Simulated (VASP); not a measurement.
# GaN under biaxial strain, part 2 of 2

How does GaN answer to strain in the plane, when the third axis is free? The starting structure is a measured crystal structure from the Crystallography Open Database. All runs use LDA. The equilibrium cell comes from relaxations that aren't shown. Its Cartesian x and y axes are then stretched or squeezed alike, and the third axis is relaxed.

VASP 6.6.1.

Results so far: no strain 0.0 GPa; -2 % along x and y 6.5 GPa; +2 % along x and y -5.6 GPa; -1 % along x and y 3.1 GPa.

### 6. Relaxation at +1 % along x and y

Level of this step: LDA; plane waves and PAW (Ga_d, N) (VASP).

This run starts from the cell of an earlier relaxation, which isn't shown; the restart sets up the plane waves anew.

INCAR

```
SYSTEM = GaN
PREC = Accurate
ENCUT = 560
EDIFF = 1E-07
NELM = 100
ISMEAR = 0
SIGMA = 0.03
LREAL = .FALSE.
ALGO = Normal
GGA = CA
NBANDS = 24
LORBIT = 11
LWAVE = .FALSE.
LCHARG = .FALSE.
KPAR = 8
IBRION = 2
NSW = 50
ISIF = 3
EDIFFG = -0.003
LATTICE_CONSTRAINTS = .FALSE. .FALSE. .TRUE.
```

POSCAR

```
GaN
1.0
    3.1891693850      0.0000000000      0.0000000000
   -1.5945846926      2.7619017034      0.0000000000
    0.0000000000      0.0000000000      5.1219199647
Ga N
2 2
Direct
    0.6666666700      0.3333333300      0.5905132198
    0.3333333300      0.6666666700      0.0905132198
    0.6666666700      0.3333333300      0.9694867802
    0.3333333300      0.6666666700      0.4694867802
```

KPOINTS

```
Automatic mesh
0
Gamma
9 9 4
0 0 0
```

Potentials, in the order of the species: Ga_d and N (LDA family, release 64).

The run is started by

```bash
> mpirun -np 8 vasp_std
```

The log of the run:

```text
[... set-up lines as in an earlier step ...]
 entering main loop
       N       E                     dE             d eps       ncg     rms          rms(c)
DAV:   1     0.273650832513E+03    0.27365E+03   -0.18986E+04  1848   0.292E+03
DAV:   2     0.179363716238E+01   -0.27186E+03   -0.25928E+03  1888   0.537E+02
DAV:   3    -0.310042396950E+02   -0.32798E+02   -0.32545E+02  2016   0.147E+02
DAV:   4    -0.319743394507E+02   -0.97010E+00   -0.96844E+00  2240   0.275E+01
[...]
DAV:  16    -0.278983269852E+02    0.22346E-05   -0.15217E-06  2136   0.139E-02    0.213E-02
DAV:  17    -0.278983252733E+02    0.17118E-05   -0.41213E-06  2728   0.206E-02    0.554E-03
DAV:  18    -0.278983252190E+02    0.54316E-07   -0.80937E-07  2200   0.612E-03
   1 F= -.27898325E+02 E0= -.27898325E+02  d E =-.278983E+02
[...]
reached required accuracy - stopping structural energy minimisation
```

Elapsed: 5 s, on 8 MPI ranks of Intel Xeon 6975P-C (Granite Rapids), shared host; peak memory 1.4 GiB.

OUTCAR, selected parts (step 6):

```text
  Total       -1.2315657     -1.2315657      0.0071107      0.0000000     -0.0000000      0.0000000
  in kB      -43.7370579    -43.7370579      0.2525253      0.0000000     -0.0000000      0.0000000
  external PRESSURE =     -29.0738635 kB  Pullay stress =       0.0000000 kB

 POSITION                                       TOTAL-FORCE (eV/Angst)
 -----------------------------------------------------------------------------------
      1.59458      0.92063      3.02456         0.000000      0.000000      0.001018
     -0.00000      1.84127      0.46360        -0.000000     -0.000000      0.001018
      1.59458      0.92063      4.96563         0.000000      0.000000     -0.001018
     -0.00000      1.84127      2.40467        -0.000000     -0.000000     -0.001018
 -----------------------------------------------------------------------------------
    total drift:                               -0.000011      0.000006     -0.000236

  FREE ENERGIE OF THE ION-ELECTRON SYSTEM (eV)
  ---------------------------------------------------
  free  energy   TOTEN  =       -27.8983252190 eV

  energy  without entropy=      -27.8983252190  energy(sigma->0) =      -27.89832522

[... 2 parts as in an earlier step ...]

[... 2 further parts left out ...]
[key lines of the parts left out:]
E-fermi :   5.4263
```

+1 % along x and y: 11.279 Å³ an atom and a mean stress of -2.91 GPa, with a third cell vector of 5.122 Å, and 2.019 eV of gap on the mesh. Further runs on this cell, not shown, give the modes B1 (2) 689.1, E2 (2) 555.3, E2 (1) 140.8 cm⁻¹.

### 7. Relaxation at -3 % along x and y

This run starts from the cell of an earlier relaxation, which isn't shown; the restart sets up the plane waves anew.

INCAR is that of step 6.

POSCAR

```
GaN
1.0
    3.0628656470      0.0000000000      0.0000000000
   -1.5314328235      2.6525194577      0.0000000000
    0.0000000000      0.0000000000      5.2244951494
Ga N
2 2
Direct
    0.6666666700      0.3333333300      0.5959511189
    0.3333333300      0.6666666700      0.0959511189
    0.6666666700      0.3333333300      0.9640488811
    0.3333333300      0.6666666700      0.4640488811
```

KPOINTS is that of step 6.

The run is started by

```bash
> mpirun -np 8 vasp_std
```

The log of the run:

```text
[... set-up lines as in an earlier step ...]
 entering main loop
       N       E                     dE             d eps       ncg     rms          rms(c)
DAV:   1     0.280950867762E+03    0.28095E+03   -0.18991E+04  1872   0.299E+03
DAV:   2     0.170481546669E+01   -0.27925E+03   -0.26579E+03  1904   0.543E+02
DAV:   3    -0.312157186720E+02   -0.32921E+02   -0.32639E+02  2112   0.147E+02
DAV:   4    -0.321140048196E+02   -0.89829E+00   -0.89694E+00  2112   0.273E+01
[...]
DAV:  13    -0.277886390019E+02    0.19366E-05   -0.35274E-05  2992   0.657E-02    0.122E-02
DAV:  14    -0.277886382989E+02    0.70301E-06   -0.58613E-06  2216   0.218E-02    0.441E-03
DAV:  15    -0.277886382859E+02    0.13015E-07   -0.42292E-07  2016   0.463E-03
   1 F= -.27788638E+02 E0= -.27788638E+02  d E =-.277886E+02
[...]
reached required accuracy - stopping structural energy minimisation
```

It took 3 s on 8 MPI ranks; peak memory 1.4 GiB; 20 s of CPU time.

From OUTCAR (step 7):

```text
  Total        4.0077168      4.0077168     -0.0035557      0.0000000      0.0000000      0.0000000
  in kB      151.2783396    151.2783395     -0.1342177      0.0000000      0.0000000      0.0000000
  external PRESSURE =     100.8074871 kB  Pullay stress =       0.0000000 kB

 POSITION                                       TOTAL-FORCE (eV/Angst)
 -----------------------------------------------------------------------------------
      1.53143      0.88417      3.11354        -0.000000     -0.000000      0.001257
     -0.00000      1.76835      0.50130         0.000000      0.000000      0.001257
      1.53143      0.88417      5.03667         0.000000      0.000000     -0.001257
     -0.00000      1.76835      2.42442        -0.000000      0.000000     -0.001257
 -----------------------------------------------------------------------------------
    total drift:                               -0.000010      0.000007     -0.000892

  FREE ENERGIE OF THE ION-ELECTRON SYSTEM (eV)
  ---------------------------------------------------
  free  energy   TOTEN  =       -27.7886382859 eV

  energy  without entropy=      -27.7886382859  energy(sigma->0) =      -27.78863829

[... 2 parts as in an earlier step ...]

[... 2 further parts left out ...]
[key lines of the parts left out:]
E-fermi :   6.2134
```

-3 % along x and y: 10.611 Å³ an atom and a mean stress of 10.08 GPa, with a third cell vector of 5.224 Å, and 2.164 eV of gap on the mesh. Further runs on this cell, not shown, give the modes B1 (2) 727.6, E2 (2) 609.1, E2 (1) 134.4 cm⁻¹.

### 8. Relaxation at +3 % along x and y

This run starts from the cell of an earlier relaxation, which isn't shown; the restart sets up the plane waves anew.

INCAR is that of step 7.

POSCAR

```
GaN
1.0
    3.2523212540      0.0000000000      0.0000000000
   -1.6261606271      2.8165928263      0.0000000000
    0.0000000000      0.0000000000      5.0721612149
Ga N
2 2
Direct
    0.6666666700      0.3333333300      0.5881663518
    0.3333333300      0.6666666700      0.0881663518
    0.6666666700      0.3333333300      0.9718336482
    0.3333333300      0.6666666700      0.4718336482
```

KPOINTS is that of step 7.

The run is started by

```bash
> mpirun -np 8 vasp_std
```

The log of the run:

```text
[... set-up lines as in an earlier step ...]
 entering main loop
       N       E                     dE             d eps       ncg     rms          rms(c)
DAV:   1     0.277862000252E+03    0.27786E+03   -0.18935E+04  1864   0.289E+03
DAV:   2     0.186515663797E+01   -0.27600E+03   -0.26479E+03  1944   0.527E+02
DAV:   3    -0.308198760904E+02   -0.32685E+02   -0.32404E+02  2024   0.145E+02
DAV:   4    -0.317800902434E+02   -0.96021E+00   -0.95885E+00  2208   0.274E+01
[...]
DAV:  18    -0.278051830438E+02    0.15256E-04   -0.42241E-05  2952   0.608E-02    0.125E-02
DAV:  19    -0.278051827362E+02    0.30760E-06   -0.64959E-06  2616   0.188E-02    0.154E-03
DAV:  20    -0.278051827852E+02   -0.49053E-07   -0.36071E-07  1760   0.441E-03
   1 F= -.27805183E+02 E0= -.27805183E+02  d E =-.278052E+02
[...]
reached required accuracy - stopping structural energy minimisation
```

Wall time 8.4 s (8 MPI ranks); peak memory 1.4 GiB; 61 s of CPU time.

OUTCAR, selected parts (step 8):

```text
  Total       -3.5226536     -3.5226536      0.0024549      0.0000000      0.0000000      0.0000000
  in kB     -121.4702616   -121.4702616      0.0846507      0.0000000      0.0000000      0.0000000
  external PRESSURE =     -80.9519575 kB  Pullay stress =       0.0000000 kB

 POSITION                                       TOTAL-FORCE (eV/Angst)
 -----------------------------------------------------------------------------------
      1.62616      0.93886      2.98327        -0.000000      0.000000      0.000986
     -0.00000      1.87773      0.44719         0.000000     -0.000000      0.000986
      1.62616      0.93886      4.92930         0.000000      0.000000     -0.000986
     -0.00000      1.87773      2.39322        -0.000000      0.000000     -0.000986
 -----------------------------------------------------------------------------------
    total drift:                               -0.000010      0.000006     -0.000835

  FREE ENERGIE OF THE ION-ELECTRON SYSTEM (eV)
  ---------------------------------------------------
  free  energy   TOTEN  =       -27.8051827852 eV

  energy  without entropy=      -27.8051827852  energy(sigma->0) =      -27.80518279

[... 2 parts as in an earlier step ...]

[... 2 further parts left out ...]
[key lines of the parts left out:]
E-fermi :   5.1829
```

+3 % along x and y: 11.616 Å³ an atom and a mean stress of -8.10 GPa, with a third cell vector of 5.072 Å, and 1.737 eV of gap on the mesh. Further runs on this cell, not shown, give the modes B1 (2) 673.8, E2 (2) 524.2, E2 (1) 141.8 cm⁻¹.

### 9. All runs side by side

| run | volume (Å³/atom) | mean stress, as a pressure (GPa) | third cell vector (Å) | gap on the mesh (eV) | B1 (2) | E2 (2) | E2 (1) | core minutes |
| --- | --- | --- | --- | --- | --- | --- | --- | --- |
| -3 % along x and y | 10.611 | 10.08 | 5.224 | 2.164 | 727.6 | 609.1 | 134.4 | 0.4 |
| -2 % along x and y | 10.776 | 6.53 | 5.198 | 2.166 | 717.0 | 597.2 | 136.1 | 0.827 |
| -1 % along x and y | 10.945 | 3.12 | 5.173 | 2.145 | 706.9 | 584.1 | 138.5 | 0.533 |
| no strain | 11.112 | -0.02 | 5.148 | 2.108 | 697.7 | 570.1 | 140.0 | 0.48 |
| +1 % along x and y | 11.279 | -2.91 | 5.122 | 2.019 | 689.1 | 555.3 | 140.8 | 0.667 |
| +2 % along x and y | 11.448 | -5.64 | 5.097 | 1.877 | 681.1 | 539.8 | 141.5 | 0.693 |
| +3 % along x and y | 11.616 | -8.1 | 5.072 | 1.737 | 673.8 | 524.2 | 141.8 | 1.12 |

Modes are in cm⁻¹ and matched by symmetry and order, imaginary ones as negative numbers. A number in brackets counts the listed modes of one symmetry from the lowest. The symmetry labels come from an automatic analysis and can be wrong where levels nearly coincide. Core minutes are wall time times ranks of the run shown, on a shared host.

### 10. What came out

* mean stress, as a pressure at -3 % along x and y: 10.08 GPa
* mean stress, as a pressure at -2 % along x and y: 6.53 GPa
* mean stress, as a pressure at -1 % along x and y: 3.12 GPa
* mean stress, as a pressure at no strain: -0.02 GPa
* mean stress, as a pressure at +1 % along x and y: -2.91 GPa
* mean stress, as a pressure at +2 % along x and y: -5.64 GPa
* mean stress, as a pressure at +3 % along x and y: -8.10 GPa

**Reading.** From -3 % along x and y to +3 % along x and y the third cell vector of GaN goes from 5.224 to 5.072 Å and the volume from 10.61 to 11.62 Å³ an atom. Over this range the gap on the mesh falls or stays level: 2.16, 2.17, 2.15, 2.11, 2.02, 1.88, 1.74 eV. Semilocal functionals give gaps that are too small, spin-orbit coupling is left out, and the mesh may miss the true band edges, by more at some strains than at others. Where bands change their order, the gap's trend can turn. The B1 (2) mode goes from 728 to 674 cm⁻¹. The E2 (2) mode goes from 609 to 524 cm⁻¹. The E2 (1) mode goes from 134 to 142 cm⁻¹. The frequencies are harmonic, and the splitting of polar modes by their long-range field is left out. Further runs on this material are not shown.

[Lines on the potential files, build, host, timing and source positions are cut from VASP's logs without a mark.]

[Logs are printed without paths, hosts, clocks, repeated set-up lines and the standing remarks that a program may print on its own settings, such as how far it seeks lower states.]

[Hosts, paths, dates, database ids (printed as entryN), source tags and the programs' standing remarks are cut or masked in the printed files.]
